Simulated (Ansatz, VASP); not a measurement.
# Cross-check of GaSe (linear Ga-Se chain) between VASP and Ansatz, part 2 of 2

Aim: how closely do two programs agree when they are given the same cell, functional and k mesh? The structure shown is the end of the Ansatz relaxation below.

VASP 6.6.1 and Ansatz 0.2.0.

So far: Set-up; Ansatz: relaxation, PBE.

## 3. VASP: single point, PBE

Level of this step: PBE, zero-moment start; plane waves and PAW (Ga_d, Se) (VASP).

The same cell, functional, mesh and smearing now go to VASP, with its own data sets.

Lines of VASP's logs that name or quote its potential files are left out, and so is its time.

INCAR reads:

```
SYSTEM = GaSe
PREC = Accurate
ENCUT = 500
EDIFF = 1E-06
NELM = 200
ISMEAR = -1
SIGMA = 0.05
LREAL = .FALSE.
ALGO = Normal
GGA = PE
NBANDS = 16
ISPIN = 2
MAGMOM = -0 0
LORBIT = 11
LWAVE = .FALSE.
LCHARG = .FALSE.
ISIF = 2
LASPH = .TRUE.
GGA_COMPAT = .FALSE.
```

POSCAR reads:

```
GaSe
1.0
    7.5000000000      0.0000000000      0.0000000000
    0.0000000000      7.5000000000      0.0000000000
    0.0000000000      0.0000000000      4.7679975323
Ga Se
1 1
Direct
    0.5000000000      0.5000000000      0.0000000000
    0.5000000000      0.5000000000      0.5000000000
```

KPOINTS reads:

```
Automatic mesh
0
Gamma
1 1 18
0 0 0
```

Potentials, in the order of the species: Ga_d and Se (PBE family, release 64).

Run with:

```console
mpirun -np 1 vasp_std
```

Numbers of over 12 decimals in the logs are rounded to 6 here.

What it wrote:

```text
[banner, memory and clock lines left out]
running    1 mpi-ranks, on    1 nodes
 distrk:  each k-point on    1 cores,    1 groups
 distr:  one band on    1 cores,    1 groups

 POSCAR found type information on POSCAR GaSe
 POSCAR found :  2 types and       2 ions
 LDA part: xc-table for (Slater+PW92), standard interpolation
 POSCAR, INCAR and KPOINTS ok, starting setup
 FFT: planning ... GRIDC
 FFT: planning ... GRID_SOFT
 FFT: planning ... GRID
 WAVECAR not read
 entering main loop
       N       E                     dE             d eps       ncg     rms          rms(c)
DAV:   1     0.948943235935E+02    0.94894E+02   -0.72051E+03   672   0.851E+02
DAV:   2     0.514790172926E+01   -0.89746E+02   -0.86148E+02   824   0.188E+02
DAV:   3    -0.616503200413E+01   -0.11313E+02   -0.11255E+02   720   0.651E+01
DAV:   4    -0.659890678842E+01   -0.43387E+00   -0.43355E+00   928   0.143E+01
DAV:   5    -0.660463154250E+01   -0.57248E-02   -0.57247E-02   824   0.140E+00    0.397E+00
DAV:   6    -0.605906634950E+01    0.54557E+00   -0.11450E+00   840   0.129E+01    0.240E+00
DAV:   7    -0.601308372846E+01    0.45983E-01   -0.30240E-01   736   0.287E+00    0.835E-01
DAV:   8    -0.601213711018E+01    0.94662E-03   -0.27685E-02   704   0.185E+00    0.310E-01
DAV:   9    -0.601190329052E+01    0.23382E-03   -0.77035E-03   688   0.733E-01    0.199E-01
DAV:  10    -0.601251491131E+01   -0.61162E-03   -0.61193E-04   712   0.186E-01    0.726E-02
DAV:  11    -0.601324131604E+01   -0.72640E-03   -0.45312E-04   696   0.123E-01    0.484E-02
DAV:  12    -0.601329683024E+01   -0.55514E-04   -0.66581E-05   760   0.526E-02    0.196E-02
DAV:  13    -0.601341130057E+01   -0.11447E-03   -0.30283E-05   664   0.244E-02    0.138E-02
DAV:  14    -0.601354500731E+01   -0.13371E-03   -0.13863E-05   640   0.206E-02    0.695E-03
DAV:  15    -0.601356582030E+01   -0.20813E-04   -0.11537E-06   584   0.746E-03    0.294E-03
DAV:  16    -0.601358571798E+01   -0.19898E-04   -0.22114E-06   632   0.507E-03    0.298E-03
DAV:  17    -0.601358727735E+01   -0.15594E-05   -0.29817E-07   520   0.408E-03    0.125E-03
DAV:  18    -0.601358738664E+01   -0.10929E-06   -0.41336E-08   608   0.114E-03
   1 F= -.60135874E+01 E0= -.60135652E+01  d E =-.444417E-04  mag=    -0.0000
```

Parts of OUTCAR (step 3):

```text
ion  position               nearest neighbor table
   1  0.500  0.500  0.000-   2 2.38   2 2.38
   2  0.500  0.500  0.500-   1 2.38   1 2.38

  LATTYP: Found a simple tetragonal cell.
 ALAT       =     7.5000000000
 C/A-ratio  =     0.6357330043

 Subroutine GETGRP returns: Found 16 space group operations
 (whereof 16 operations were pure point group operations)

The static configuration has the point symmetry D_4h.

 Found     10 irreducible k-points:

   k-points           NKPTS =     10   k-points in BZ     NKDIM =     10   number of bands    NBANDS=     16

   dimension x,y,z NGX =    56 NGY =   56 NGZ =   36
   dimension x,y,z NGXF=   112 NGYF=  112 NGZF=   72

   ENCUT  =  500.0 eV  36.75 Ry    6.06 a.u.  13.67 13.67  8.69*2*pi/ulx,y,z

   NELECT =      19.0000    total number of electrons

 k-points in reciprocal lattice and weights: Automatic mesh
   0.00000000  0.00000000  0.00000000       0.056
   0.00000000  0.00000000  0.05555556       0.111
   0.00000000  0.00000000  0.11111111       0.111
   0.00000000  0.00000000  0.16666667       0.111
   0.00000000  0.00000000  0.22222222       0.111
   0.00000000  0.00000000  0.27777778       0.111
   0.00000000  0.00000000  0.33333333       0.111
   0.00000000  0.00000000  0.38888889       0.111
   0.00000000  0.00000000  0.44444444       0.111
   0.00000000  0.00000000  0.50000000       0.056

 average (electrostatic) potential at core
       1 -74.1261       2 -61.0741

 E-fermi :  -3.4879

 spin component 1
 k-point     1 :       0.0000    0.0000    0.0000
  band No.  band energies     occupation
    ...
      6     -15.5604      1.00000
      7      -7.4202      1.00000
      8      -6.5324      1.00000
      9      -5.1469      1.00000
     10      -5.1469      1.00000
     11       0.2244      0.00000
     12       0.5013      0.00000
     13       0.5013      0.00000
     14       1.8279      0.00000
     15       3.2314      0.00000
    ...

 k-point     2 :       0.0000    0.0000    0.0556
  band No.  band energies     occupation
    ...
      6     -15.5612      1.00000
      7      -7.7444      1.00000
      8      -6.1539      1.00000
      9      -5.1315      1.00000
     10      -5.1315      1.00000
     11       0.2451      0.00000
     12       0.4170      0.00000
     13       0.4170      0.00000
     14       1.8481      0.00000
     15       3.2514      0.00000
    ...

 k-point     3 :       0.0000    0.0000    0.1111
  band No.  band energies     occupation
    ...
      6     -15.5637      1.00000
      7      -8.2559      1.00000
      8      -5.4796      1.00000
      9      -5.0861      1.00000
     10      -5.0861      1.00000
     11       0.1888      0.00000
     12       0.1888      0.00000
     13       0.3072      0.00000
     14       1.9089      0.00000
     15       3.3114      0.00000
    ...

 k-point     4 :       0.0000    0.0000    0.1667
  band No.  band energies     occupation
    ...
      6     -15.5676      1.00000
      7      -8.7435      1.00000
      8      -5.0129      1.00000
      9      -5.0129      1.00000
     10      -4.7207      1.00000
     11      -0.1292      0.00000
     12      -0.1292      0.00000
     13       0.4111      0.00000
     14       2.0101      0.00000
     15       3.4114      0.00000
    ...

 k-point     5 :       0.0000    0.0000    0.2222
  band No.  band energies     occupation
    ...
      6     -15.5726      1.00000
      7      -9.1749      1.00000
      8      -4.9162      1.00000
      9      -4.9162      1.00000
     10      -3.9110      0.99979
     11      -0.4849      0.00000
     12      -0.4849      0.00000
     13       0.5572      0.00000
     14       2.1519      0.00000
     15       3.5513      0.00000
    ...

 k-point     6 :       0.0000    0.0000    0.2778
  band No.  band energies     occupation
    ...
      5     -18.4677      1.00000
      6     -15.5782      1.00000
      7      -9.5388      1.00000
      8      -4.8027      1.00000
      9      -4.8027      1.00000
     10      -3.0648      0.00021
     11      -0.8384      0.00000
     12      -0.8384      0.00000
     13       0.7463      0.00000
     14       2.3342      0.00000
    ...

  Total        0.1592850      0.1592850      0.1248673      0.0000000      0.0000000     -0.0000000
  in kB        0.9515396      0.9515396      0.7459347      0.0000000      0.0000000     -0.0000000
  external PRESSURE =       0.8830046 kB  Pullay stress =       0.0000000 kB

  energy-cutoff  :      500.00
  volume of cell :      268.20
      direct lattice vectors                 reciprocal lattice vectors
     7.500000000  0.000000000  0.000000000     0.133333333  0.000000000  0.000000000
     0.000000000  7.500000000  0.000000000     0.000000000  0.133333333  0.000000000
     0.000000000  0.000000000  4.767997532     0.000000000  0.000000000  0.209731652

 POSITION                                       TOTAL-FORCE (eV/Angst)
 -----------------------------------------------------------------------------------
      3.75000      3.75000      0.00000         0.000000      0.000000      0.000000
      3.75000      3.75000      2.38400         0.000000      0.000000      0.000000
 -----------------------------------------------------------------------------------
    total drift:                                0.000000      0.000000      0.000000

  FREE ENERGIE OF THE ION-ELECTRON SYSTEM (eV)
  ---------------------------------------------------
  free  energy   TOTEN  =        -6.0135873866 eV

  energy  without entropy=       -6.0135429449  energy(sigma->0) =       -6.01356517

 total charge
# of ion       s       p       d       tot
------------------------------------------
    1        1.092   0.433   9.962  11.486
    2        1.479   2.315   0.021   3.816
--------------------------------------------------
tot          2.571   2.748   9.983  15.302

 magnetization (x)
# of ion       s       p       d       tot
------------------------------------------
    1        0.000   0.000   0.000   0.000
    2        0.000   0.000   0.000   0.000
--------------------------------------------------
tot          0.000   0.000   0.000   0.000

[... 6 further parts left out ...]
```

This run allows spin, but its moments start at zero, where symmetry between the spins tends to hold them. Its electron count is odd, so without a moment it is a metal by construction.

## 4. Comparison

Known differences besides the potentials themselves: the data sets hold 29 valence electrons in Ansatz (on its default PAW (the set named soft_2) files) and 19 in VASP; the cutoff is 420 eV in Ansatz and 500 eV in VASP; Ansatz's pressure holds a Pulay correction, VASP's none. Total energies have different zeros and are not compared.

The two programs side by side:

| quantity | Ansatz | VASP | difference |
| --- | --- | --- | --- |
| pressure (GPa) | 0.07 | 0.09 | -0.02 |

## 5. Summary of results

| Item | Value |
| --- | --- |
| difference in pressure (single point, PBE) | -0.016 GPa |

What this shows: The difference in pressure is -0.016 GPa (single point, PBE), within the 1 GPa picked in this series as the mark of a large difference. The data sets hold unlike numbers of valence electrons (29 in Ansatz and 19 in VASP), so part of the differences comes from the potentials. Such differences can come from data sets, numerical settings and the points named under the comparisons, not from the functional's error against experiment.

[Lines on the potential files, build, host, timing and source positions are cut from VASP's logs without a mark.]

[Logs are printed without paths, hosts, clocks, repeated set-up lines and the standing remarks that a program may print on its own settings, such as how far it seeks lower states.]

[Hosts, paths, dates, database ids (printed as entryN), source tags and the programs' standing remarks are cut or masked in the printed files.]
